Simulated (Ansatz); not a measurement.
**Si (Fd-3m), random displacements**

Theory: Ansatz, DFT PBE, scalar-relativistic, plane waves, PAW. The runs took a 420 eV cutoff, a Γ-centred 6×6×6 mesh and Gaussian smearing (0.05 eV). No spin polarisation. Energies are free energies at this smearing, counted from the undisturbed cell; pressure is positive in compression.

The undisturbed cell (as given, not relaxed at this level):

```
CELL_PARAMETERS angstrom
5.43094 0.00000 0.00000
0.00000 -5.43094 0.00000
0.00000 0.00000 -5.43094
ATOMIC_POSITIONS crystal
Si 0.50000 0.00000 0.00000
Si 0.00000 0.50000 0.00000
Si 0.00000 0.00000 0.50000
Si 0.50000 0.50000 0.50000
Si 0.75000 0.75000 0.75000
Si 0.25000 0.25000 0.75000
Si 0.25000 0.75000 0.25000
Si 0.75000 0.25000 0.25000
```

The atoms are displaced (Å, in the unstrained cell):

| atom | ux | uy | uz |
| --- | --- | --- | --- |
| Si1 | -0.008 | 0.065 | -0.065 |
| Si2 | -0.095 | -0.043 | 0.075 |
| Si3 | 0.057 | -0.216 | -0.172 |
| Si4 | 0.144 | 0.170 | -0.056 |
| Si5 | 0.364 | -0.200 | -0.045 |
| Si6 | -0.346 | -0.106 | 0.139 |
| Si7 | 0.069 | 0.144 | -0.048 |
| Si8 | -0.184 | 0.186 | 0.172 |

Strain (Voigt, engineering shear): (0.0056, -0.0068, -0.0238, 0.0117, -0.0059, 0.0125).

Problem. What are the energy change, the stress and the forces?

Solution. ΔE = 622.8 meV/atom; stress (xx, yy, zz, yz, xz, xy; compression positive) (7.90, 16.94, 13.69, 5.42, -4.87, -10.30) GPa.
```csv
atom,Fx (eV/Å),Fy,Fz
Si1,-2.91,2.48,3.80
Si2,0.56,1.08,-3.09
Si3,-3.30,5.59,9.34
Si4,-0.39,-1.38,-0.31
Si5,-5.06,1.32,-0.38
Si6,7.91,-5.51,-5.46
Si7,-0.38,-0.24,-0.87
Si8,3.56,-3.35,-3.03
```

Cost: 1 run of about 0.49 core-minutes, on Arm Neoverse V2 (shared hosts).